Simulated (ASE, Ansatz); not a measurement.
# Twisted h-SiC/h-AlN monolayer on bilayer, 27.80° (78 atoms): support functions against a reference

Aim: test how closely localised support functions follow the reference on twisted h-SiC/h-AlN monolayer on bilayer, 27.80° (78 atoms), and at what cost. A setting counts as converged where the r.m.s. difference of forces stays under 1 % of the r.m.s. force.

Method: Kohn-Sham DFT, PBEsol, PAW (set soft_2), plane waves, in Ansatz 0.2.0.

## 1. Set-up

The cell holds 78 atoms: 26 Si, 26 C, 13 Al and 13 N. Cell: a = 11.231 Å, b = 11.231 Å, c = 18.580 Å, α = 90.0°, β = 90.0°, γ = 120.0°. It derives from SiC and AlN. h-SiC (a = 3.1 Å) under h-AlN (a = 3.13 Å), monolayer on bilayer, commensurate cell of 13 unit cells a layer, twist 27.80 deg, both strained to the mean lattice constant; facing planes 3.19, 3.39 Å apart; 12 Å of vacuum; layers as built, displaced by a Gaussian of 0.01 Å. Regions: layer 1, 26 atoms (13 Si and 13 C); layer 2, 26 atoms (13 Si and 13 C); layer 3, 26 atoms (13 Al and 13 N). Vacuum lies along c.

As a file:

```cif
data_structure
_symmetry_space_group_name_H-M 'P 1'
_symmetry_Int_Tables_number 1
_cell_length_a 11.2313
_cell_length_b 11.2313
_cell_length_c 18.5800
_cell_angle_alpha 90.000
_cell_angle_beta 90.000
_cell_angle_gamma 120.000
_cell_volume 2029.72
loop_
_atom_site_label
_atom_site_type_symbol
_atom_site_fract_x
_atom_site_fract_y
_atom_site_fract_z
_atom_site_occupancy
Si1 Si 0.12921 0.17975 0.32384 1
C2 C 0.17854 0.05094 0.32337 1
Si3 Si 0.20581 0.48788 0.32338 1
C4 C 0.25726 0.35848 0.32316 1
Si5 Si 0.28226 0.79498 0.32304 1
C6 C 0.33325 0.66618 0.32249 1
Si7 Si 0.35846 0.10207 0.32355 1
C8 C 0.40856 0.97543 0.32172 1
Si9 Si 0.43746 0.41160 0.32240 1
C10 C 0.48814 0.28325 0.32270 1
Si11 Si 0.51447 0.71875 0.32290 1
C12 C 0.56309 0.58946 0.32347 1
Si13 Si 0.59033 0.02541 0.32223 1
C14 C 0.64353 0.89892 0.32327 1
Si15 Si 0.66714 0.33166 0.32385 1
C16 C 0.71736 0.20480 0.32340 1
Si17 Si 0.74317 0.64093 0.32184 1
C18 C 0.79479 0.51334 0.32336 1
Si19 Si 0.82101 0.94957 0.32214 1
C20 C 0.87218 0.82091 0.32204 1
Si21 Si 0.89700 0.25750 0.32217 1
C22 C 0.94866 0.12816 0.32387 1
Si23 Si 0.97370 0.56226 0.32302 1
C24 C 0.02467 0.43584 0.32353 1
Si25 Si 0.05074 0.87100 0.32266 1
C26 C 0.10164 0.74307 0.32240 1
Si27 Si 0.25778 0.35985 0.49523 1
C28 C 0.30837 0.23121 0.49414 1
Si29 Si 0.33283 0.66577 0.49389 1
C30 C 0.38327 0.53878 0.49491 1
Si31 Si 0.40998 0.97536 0.49440 1
C32 C 0.46162 0.84606 0.49543 1
Si33 Si 0.48575 0.28044 0.49384 1
C34 C 0.53704 0.15381 0.49534 1
Si35 Si 0.56567 0.59101 0.49421 1
C36 C 0.61483 0.46118 0.49345 1
Si37 Si 0.64116 0.89758 0.49468 1
C38 C 0.69296 0.77083 0.49459 1
Si39 Si 0.71705 0.20446 0.49549 1
C40 C 0.76966 0.07656 0.49423 1
Si41 Si 0.79438 0.51337 0.49454 1
C42 C 0.84619 0.38609 0.49484 1
Si43 Si 0.87109 0.81951 0.49533 1
C44 C 0.92247 0.69003 0.49467 1
Si45 Si 0.94782 0.12752 0.49510 1
C46 C 0.99919 0.00072 0.49428 1
Si47 Si 0.02634 0.43712 0.49428 1
C48 C 0.07644 0.30589 0.49428 1
Si49 Si 0.10227 0.74318 0.49439 1
C50 C 0.15300 0.61514 0.49442 1
Si51 Si 0.17684 0.04995 0.49423 1
C52 C 0.23145 0.92185 0.49350 1
Al53 Al 0.74298 0.10297 0.67686 1
N54 N 0.79487 0.28268 0.67859 1
Al55 Al 0.66752 0.33421 0.67725 1
N56 N 0.71792 0.51386 0.67705 1
Al57 Al 0.43588 0.02474 0.67647 1
N58 N 0.48746 0.20646 0.67754 1
Al59 Al 0.58920 0.56462 0.67669 1
N60 N 0.64045 0.74262 0.67616 1
Al61 Al 0.35813 0.25616 0.67667 1
N62 N 0.41039 0.43538 0.67645 1
Al63 Al 0.12735 0.94782 0.67803 1
N64 N 0.17827 0.12696 0.67685 1
Al65 Al 0.51207 0.79529 0.67679 1
N66 N 0.56505 0.97544 0.67681 1
Al67 Al 0.27999 0.48567 0.67747 1
N68 N 0.33232 0.66755 0.67790 1
Al69 Al 0.05169 0.17882 0.67697 1
N70 N 0.10363 0.35984 0.67619 1
Al71 Al 0.82292 0.87248 0.67735 1
N72 N 0.87119 0.04900 0.67758 1
Al73 Al 0.20442 0.71819 0.67627 1
N74 N 0.25516 0.89562 0.67709 1
Al75 Al 0.97320 0.40944 0.67780 1
N76 N 0.02478 0.58877 0.67675 1
Al77 Al 0.89894 0.63945 0.67646 1
N78 N 0.94972 0.82048 0.67730 1
```

What the set-up can't give: The functional has no dispersion term, which matters for the binding between molecules or layers. Beside vacuum, support functions can miss their usual error bounds without a warning. The Brillouin zone is sampled at Γ only, in a cell whose shortest periodic width is 10 Å.

## 2. Plane-wave single point

This run is the reference for what follows, at a cutoff of 420 eV.

Contents of input.yaml:

```yaml
crystal:
  lattice:
    - [11.2313, 0.0, 0.0]
    - [-5.61565, 9.72659, 0.0]
    - [0.0, 0.0, 18.58]
  atoms:
    - { symbol: Si, position: [0.12921, 0.17975, 0.32384] }
    - { symbol: C, position: [0.17854, 0.05094, 0.32337] }
    - { symbol: Si, position: [0.20581, 0.48788, 0.32338] }
    - { symbol: C, position: [0.25726, 0.35848, 0.32316] }
    [... 68 atom lines left out ...]
    - { symbol: Al, position: [0.20442, 0.71819, 0.67627] }
    - { symbol: "N", position: [0.25516, 0.89562, 0.67709] }
    - { symbol: Al, position: [0.9732, 0.40944, 0.6778] }
    - { symbol: "N", position: [0.02478, 0.58877, 0.67675] }
    - { symbol: Al, position: [0.89894, 0.63945, 0.67646] }
    - { symbol: "N", position: [0.94972, 0.82048, 0.6773] }
kpoints:
  mp_grid: { grid: [1, 1, 1] }
hamiltonian:
  xc: pbesol
scf:
  occupations: { method: gaussian, width: 0.025 }
output:
  forces: true
  populations: intrinsic
  dos:
    method: { smearing: { sigma: 0.15 } }
    de: 0.1
    projected:
      site_lists:
        Al: [Al]
        C: [C]
        "N": ["N"]
        Si: [Si]
        layer_1: [0, 1, 2, 3, 4, 5, 6, 7, 8, 9, 10, 11, 12, 13, 14, 15, 16, 17, 18, 19, 20, 21, 22, 23, 24, 25]
        layer_2: [26, 27, 28, 29, 30, 31, 32, 33, 34, 35, 36, 37, 38, 39, 40, 41, 42, 43, 44, 45, 46, 47, 48, 49, 50, 51]
        layer_3: [52, 53, 54, 55, 56, 57, 58, 59, 60, 61, 62, 63, 64, 65, 66, 67, 68, 69, 70, 71, 72, 73, 74, 75, 76, 77]
  eigenvalues: true
  write_density: true
  write_potential: true
  volumetric_format: npy
```

On the command line:

```bash
$ ansatz run input.yaml --threads 8 --pin off --max-ram 15872MiB --backend cpu --events-out ev --progress --plain --runs-dir out
```

Numbers of over 12 decimals in the logs are rounded to 6 here.

Output:

```text
Engine: ansatz 0.2.0, aarch64-unknown-linux-gnu
Pseudopotentials: kind: paw
Pseudopotential: Si, paw, valence charge 4, recommended cutoff 420 eV (normal), Si.paw.azcp
Pseudopotential: C, paw, valence charge 4, recommended cutoff 420 eV (normal), C.paw.azcp
Pseudopotential: Al, paw, valence charge 3, recommended cutoff 420 eV (normal), Al.paw.azcp
Pseudopotential: N, paw, valence charge 5, recommended cutoff 420 eV (normal), N.paw.azcp
[... 3 lines on functional and potentials left out ...]
Crystal: 78 atoms, lattice volume = 2029.721 Å³
Basis set: ecut = 420 eV, 39681 PW (Γ), exchange–correlation on 160×160×250 points (8 copies of the dense FFT grid, shifted against one another)
Bands: 234, of which v1, the nominal top of the filled ones, is band 156 counted from 1 (155 counted from 0)
Symmetry: 1 space group operations
Space group: P1 (ITA 1), of the structure as read, at distance tolerance 1.3e-4 Å
k-points: 1
[... 13 lines on functional and potentials left out ...]
Initial density: superposition of atomic densities (neutral atoms: chi_scale 0, normalization atom), corrected by the library's trained network
Initial wavefunctions: pseudopotential atomic-orbital guess
Functional: x = pbesol(κ = 0.804, μ = 0.123457), c = pbesol(β = 0.046)
SCF iter   1: F=—  HF=-34318.366344 eV  |F-HF|=—  |Δ(HF+E_count)|=         —  Δρ=5.23e-3  dr2=7.01e-1  ethr=1.77e-3  ⟨swp⟩=10.0  Hψ=1475  notcnv=0  defer=27
preconditioner: auto → Resta (q_TF=auto, 1.997 Å⁻¹)  ε∞=3.0  [insulator: Δε(μ)=2.073 eV  Ē_g=10.266 eV  σ=0.025 eV  W_gap=1.00  n_scr=286 (ndim 8)  ℏωp=14.6 eV  f_vac=0.427  D(μ)=0.00/eV (n_scr^D=0)  ε∞_Penn≈3.0  vacuum switching on, ρ_ref=7.6e-3 e/Å³]
SCF iter   2: F=—  HF=-34318.225132 eV  |F-HF|=—  |Δ(HF+E_count)|=   1.41e-1  Δρ=1.61e-3  dr2=6.08e-2  ethr=2.25e-4  ⟨swp⟩=2.0  Hψ=394  notcnv=0  defer=71
SCF iter   3: F=—  HF=-34318.224587 eV  |F-HF|=—  |Δ(HF+E_count)|=   5.44e-4  Δρ=7.99e-4  dr2=1.58e-2  ethr=1.95e-5  ⟨swp⟩=2.0  Hψ=299  notcnv=0  defer=71
SCF iter   4: F=—  HF=-34318.227204 eV  |F-HF|=—  |Δ(HF+E_count)|=   2.62e-3  Δρ=2.72e-4  dr2=2.05e-3  ethr=5.06e-6  ⟨swp⟩=2.0  Hψ=325  notcnv=0  defer=71
SCF iter   5: F=—  HF=-34318.226994 eV  |F-HF|=—  |Δ(HF+E_count)|=   2.09e-4  Δρ=7.37e-5  dr2=1.13e-4  ethr=6.57e-7  ⟨swp⟩=2.0  Hψ=319  notcnv=0  defer=71
SCF iter   6: F=—  HF=-34318.227009 eV  |F-HF|=—  |Δ(HF+E_count)|=   1.47e-5  Δρ=2.81e-5  dr2=1.72e-5  ethr=3.64e-8  ⟨swp⟩=2.0  Hψ=319  notcnv=0  defer=71
SCF iter   7: F=—  HF=-34318.227291 eV  |F-HF|=—  |Δ(HF+E_count)|=   2.82e-4  Δρ=9.97e-6  dr2=2.27e-6  ethr=5.51e-9  ⟨swp⟩=2.0  Hψ=389  notcnv=0  defer=71
SCF iter   8: F=—  HF=-34318.227292 eV  |F-HF|=—  |Δ(HF+E_count)|=   6.68e-7  Δρ=3.44e-6  dr2=3.55e-7  ethr=7.26e-10  ⟨swp⟩=2.0  Hψ=318  notcnv=0  defer=71
SCF iter   9: F=-34318.227292 eV  HF=-34318.227292 eV  |F-HF|=1.78e-8  |Δ(HF+E_count)|=   1.15e-7  Δρ=1.08e-6  dr2=4.22e-8  ethr=3.21e-11  ⟨swp⟩=28.0  Hψ=2496  notcnv=0
SCF 1 converged in 9 iterations: F = -34318.227292 eV  dr2 = 4.22e-8
  greatest PAW one-centre occupation: 0.790 electrons in one spin orbital (limit 2), on the N atom at site 75 (counted from 0), in its partial waves of l = 0
WARN: The output density's exchange-correlation potential varies sharply where the density is thin. Do not read a vacuum level from v_tot or v_xc, or from such a field of the output density. On a cell that repeats whose density bears no net charge and no dipole along the vacuum's axis use v_es (v_loc + v_h of the components); [...]
SCF converged after 9 iterations
Free energy (F): -34318.227292 eV
Harris-Foulkes:  -34318.227292 eV  (|F-HF|=1.78e-8)
Internal energy: -34318.227292 eV  (E = F + TS)
E sigma→0 (E₀):  -34318.227292 eV
Fermi energy:    1.537966 eV
--- Per-component energies (eV) ---
  E_band       = -1559.246845
  E_kinetic    = 5420.705215
  E_local      = -68445.567826  (includes V_loc(G=0)·N_el)
  E_nonlocal   = 2098.080215
  E_hartree    = 32017.897301
  E_xc         = -3949.286361
  E_vxc        = -4126.941623  (∫ρ·V_xc dr)
  E_paw        = -22960.983866  (= ΣΔE_a)
  E_vpaw       = -541.276528  (= ΣTr[D̂ρ^β])
  E_aug_tail   = 0.001563  (compensation charges beyond the density's cutoff)
  E_ewald      = 21498.943184
  E_core_change = 1.983282  (= ΣΔE_core)
  E_smearing   = -0.000000  (= −TS)
  E_closure    = -0.000000  (closes the sum)
  Σ components = -34318.227292   (vs F -34318.227292, Δ=0.00e0)
--- Forces (eV/Å), atoms counted from 1 ---
  atom   1  Si    -0.35241007    -0.07581455     0.12446984
  atom   2  C      0.24500885    -0.07697293    -0.03962479
  atom   3  Si    -0.04895158    -0.51536478     0.13240678
  atom   4  C     -0.17587591     0.37330957    -0.09325072
  atom   5  Si    -0.28352449    -0.04303857     0.08741769
  atom   6  C      0.23669081     0.44300105    -0.03009557
  atom   7  Si    -0.39272018     0.63730195     0.06162310
  atom   8  C      1.04264656    -0.39643222    -0.00862694
  atom   9  Si    -0.22623093    -0.46391293     0.24016848
  atom  10  C      0.06317368    -0.41124787    -0.01986803
  atom  11  Si    -0.37224558     0.06876677     0.16644352
  atom  12  C      0.36201515     0.38306409    -0.15558100
  atom  13  Si    -0.53655764    -0.07414040     0.22761470
  atom  14  C     -0.56286322    -0.38108076    -0.15685348
[...]
atom  77  Al    -0.82301439     0.38976365    -0.22219741
  atom  78  N     -0.06858940    -0.41821411     0.10101225
  max |Σ_I F_I| component: 9.25e-5 eV/Å
--- Band table (eV) ---
  k-point 0: bands = ["-13.5754", "-13.4513", "-12.9242", "-12.7746", [... 218 levels ...], "6.4384", "6.4652", "6.4874", "6.4911", "6.5413", "6.8855", "6.9536", "6.9915", "7.0182", "7.0962", "7.1175", "7.2136"]
--- intrinsic populations: 78 sites ---
  site symbol       q [e]
     0     Si      2.9383
     1      C      5.0355
     2     Si      2.9424
[...]
77      N      6.1377
  spilling = -0.000000 (of n_electrons = 312.000000)
```

It took 13 s on 8 threads of Arm Neoverse V1, shared host; peak memory 2 GiB.

The column dr2 measures how far the density is from self-consistency, as an energy; F and HF (Harris–Foulkes) agree once it is small.

The program notes that the exchange-correlation potential is rough where the density is thin.

Read from the output:

| Quantity | Value |
| --- | --- |
| free energy | -34318.2273 eV |
| free energy per atom | -439.9773 eV/atom |
| SCF cycles | 9 |
| r.m.s. force component | 0.32 eV/Å |
| longest force | 1.115 eV/Å |
| Fermi energy | 1.538 eV |
| gap (highest filled to lowest empty level) | 2.046 eV |

Length of the force by element:

| element | coordination | atoms | mean length of the force (eV/Å) | spread | least | most |
| --- | --- | --- | --- | --- | --- | --- |
| Al | all | 13 | 0.525 | 0.252 | 0.270 | 1.04 |
| C | all | 26 | 0.516 | 0.213 | 0.148 | 1.12 |
| N | all | 13 | 0.501 | 0.187 | 0.263 | 0.878 |
| Si | all | 26 | 0.516 | 0.175 | 0.198 | 0.862 |

Intrinsic-atomic-orbital charges by element:

| element | coordination | atoms | mean charge (e) | spread | least | most |
| --- | --- | --- | --- | --- | --- | --- |
| Al | all | 13 | 1.12 | 0.0037 | 1.11 | 1.12 |
| C | all | 26 | -1.04 | 0.0095 | -1.06 | -1.03 |
| N | all | 13 | -1.14 | 0.005 | -1.15 | -1.13 |
| Si | all | 26 | 1.05 | 0.0111 | 1.03 | 1.07 |

By region:

| region | atoms | mean length of the force (eV/Å) | net charge (e) |
| --- | --- | --- | --- |
| layer 1 | 26 | 0.513 | 0.33 |
| layer 2 | 26 | 0.519 | -0.12 |
| layer 3 | 26 | 0.513 | -0.21 |

States in the cell by windows of 1 eV, zero at the Fermi level; the larger projections on atomic orbitals stand beside the total:

| from (eV) | to (eV) | total | layer 1 | layer 2 | C p | layer 3 | Si p | N p |
| --- | --- | --- | --- | --- | --- | --- | --- | --- |
| -10 | -9 | 2.4 | 2.2 | 0.2 | 1.2 | 0.0 | 0.3 | 0.0 |
| -9 | -8 | 21.6 | 9.8 | 11.7 | 11.1 | 0.0 | 2.8 | 0.0 |
| -8 | -7 | 0.0 | 0.0 | 0.0 | 0.0 | 0.0 | 0.0 | 0.0 |
| -7 | -6 | 16.4 | 11.6 | 2.4 | 7.7 | 2.2 | 2.7 | 1.5 |
| -6 | -5 | 41.5 | 13.1 | 18.1 | 17.9 | 10.1 | 8.9 | 6.8 |
| -5 | -4 | 34.6 | 11.3 | 10.2 | 12.2 | 12.8 | 8.8 | 9.0 |
| -4 | -3 | 42.7 | 11.3 | 14.0 | 17.1 | 17.1 | 7.6 | 12.4 |
| -3 | -2 | 42.7 | 12.0 | 10.9 | 17.4 | 19.0 | 5.4 | 16.1 |
| -2 | -1 | 30.3 | 5.2 | 9.0 | 11.7 | 15.2 | 2.5 | 13.9 |
| -1 | 0 | 1.8 | 0.2 | 0.8 | 0.9 | 0.7 | 0.1 | 0.7 |
| 0 | 1 | 1.9 | 1.2 | 0.5 | 0.3 | 0.1 | 1.3 | 0.0 |
| 1 | 2 | 20.0 | 9.5 | 7.0 | 2.9 | 1.8 | 12.8 | 0.3 |
| 2 | 3 | 10.8 | 3.4 | 3.7 | 1.1 | 1.4 | 3.7 | 0.2 |
| 3 | 4 | 47.8 | 20.2 | 10.0 | 8.1 | 7.6 | 10.7 | 1.1 |
| 4 | 5 | 57.1 | 10.3 | 18.2 | 7.8 | 16.0 | 10.8 | 2.4 |

Between -16 and -10 eV lie 78 more states.

The levels nearest the highest filled one (over half full), pooled over k-points and spins:

| level less the highest filled one (eV) | occupation |
| --- | --- |
| -0.368 | 2 |
| -0.264 | 2 |
| -0.257 | 2 |
| -0.0886 | 2 |
| -0.0669 | 2 |
| 0 | 2 |
| 2.05 | 0 |
| 2.09 | 0 |
| 2.10 | 0 |
| 2.16 | 0 |
| 2.18 | 0 |
| 2.21 | 0 |

Planar average of the electrostatic potential energy along the normal, with the Fermi level as zero, after a running mean with a triangular window 4 Å wide at its base:

| height (Å) | potential energy (eV) |
| --- | --- |
| 0.0 | 3.97 |
| 0.6 | 3.95 |
| 1.0 | 3.93 |
| 1.6 | 3.91 |
| 2.1 | 3.89 |
| 2.7 | 3.83 |
| 3.1 | 3.69 |
| 3.7 | 2.91 |
| 4.2 | 1.22 |
| 4.8 | -2.39 |
| 5.2 | -5.30 |
| 5.8 | -8.11 |
| 6.4 | -7.60 |
| 6.8 | -5.65 |
| 7.4 | -3.92 |
| 7.9 | -4.02 |
| 8.5 | -5.96 |
| 8.9 | -7.67 |
| 9.5 | -7.42 |
| 10.0 | -5.32 |
| 10.6 | -2.48 |
| 11.0 | -1.41 |
| 11.6 | -2.07 |
| 12.0 | -3.48 |
| 12.6 | -4.37 |
| 13.2 | -2.95 |
| 13.7 | -1.00 |
| 14.3 | 1.63 |
| 14.7 | 3.05 |
| 15.3 | 3.87 |
| 15.8 | 4.01 |
| 16.4 | 4.04 |
| 16.8 | 4.03 |
| 17.4 | 4.02 |
| 17.8 | 4.00 |
| 18.4 | 3.98 |

Electrostatic potential energy in the ca plane at fractional y = 0.049, with atoms of C and Si and N within 0.2 Å of it. With pseudopotentials it is smooth inside the atoms' cores, unlike the true potential.

Values in eV, 13 rows by 16 columns, each cell a mean:
```
  5   5   5   5   3  -1   4  -5  -5   5   0   2   6   6   6   6
  5   5   5   5   0  -6   4  -5  -5   5 -16 -11   6   6   6   6
  5   5   5   5   3   1   5  -7  -7   5  -6  -3   5   6   6   6
  5   5   5   5   3   1   5  -9  -9   4 -11  -9   4   6   6   6
  5   5   5   5  -9 -22   2   3   3   5  -4  -2   5   6   6   6
  5   5   5   5 -11 -24   2   3   3   5   0   2   6   6   6   6
  5   5   5   5   2  -3   4  -5  -5   3  -9  -7   4   6   6   6
  5   5   5   5   0  -8   3  -7  -7   2 -10  -9   4   6   6   6
  5   5   5   5  -9 -25   2   2   3   5   1   2   5   6   6   6
  5   5   5   5  -1 -11   3  -5  -5   5   3   3   5   6   6   6
  5   5   5   6  -6 -24   3 -22 -22   3  -2   0   5   6   6   6
  5   5   5   5   2  -6   4 -10  -9   5   1   2   6   6   6   6
  5   5   5   5   3   2   5  -9  -8   5   3   4   5   6   6   6
```
Columns run along c (18.6 Å; values clipped at the 3rd and 97th percentile), rows up along a (11.2 Å). Atoms in or near the plane, at fractional coordinates: C at (0.32, 0.18), Si at (0.49, 0.18), N at (0.68, 0.87).

Valence density in the ca plane at fractional y = 0.049, with atoms of C and Si and N within 0.2 Å of it. It is the smooth field of the valence electrons, not physical close to the nuclei.

Ten steps, logarithmic in the rise over the least value, from '0' (0.0 e/Å³) to '9' (3.1 e/Å³), each cell a mean:
```
00000000001235553224677642124554210000000000
00000000001346764323566532236886420000000000
00000000001357765323455432247998520000000000
00000000001245654223566532247997420000000000
00000000000134443224677642236776420000000000
00000000000123332124788742224554310000000000
00000000000123332224688642223333210000000000
00000000001234543223566532234554310000000000
00000000001344454222333321235775310000000000
00000000001344344312233211235775310000000000
00000000001345554222344321135665310000000000
00000000001245654223566532224444210000000000
00000000001246664224566542223223210000000000
00000000001356764323566532223223210000000000
00000000001356765323444421123333210000000000
00000000001345554322344321123333210000000000
00000000001245554222344321112332100000000000
00000000001356764323455431112332110000000000
00000000001357875323455432124454210000000000
00000000001368886334433432235665310000000000
00000000001357875324555532235776320000000000
00000000001245654224577542234665310000000000
00000000000133433224677642123443210000000000
00000000000123432224688642122332210000000000
```
Columns run along c (18.6 Å), rows up along a (11.2 Å). Atoms in or near the plane, at fractional coordinates: C at (0.32, 0.18), Si at (0.49, 0.18), N at (0.68, 0.87).

Mean intrinsic-atomic-orbital charges: Al +1.12, C -1.04, N -1.14, Si +1.05 e. The potential slopes across the vacuum by 0.037 eV/Å: the slab bears a dipole, and with periodic images along the normal there is no flat vacuum level to read.

(Continued in part 2 of 2.)

[Logs are printed without paths, hosts, clocks, repeated set-up lines and the standing remarks that a program may print on its own settings, such as how far it seeks lower states.]

[Hosts, paths, dates, database ids (printed as entryN), source tags and the programs' standing remarks are cut or masked in the printed files.]
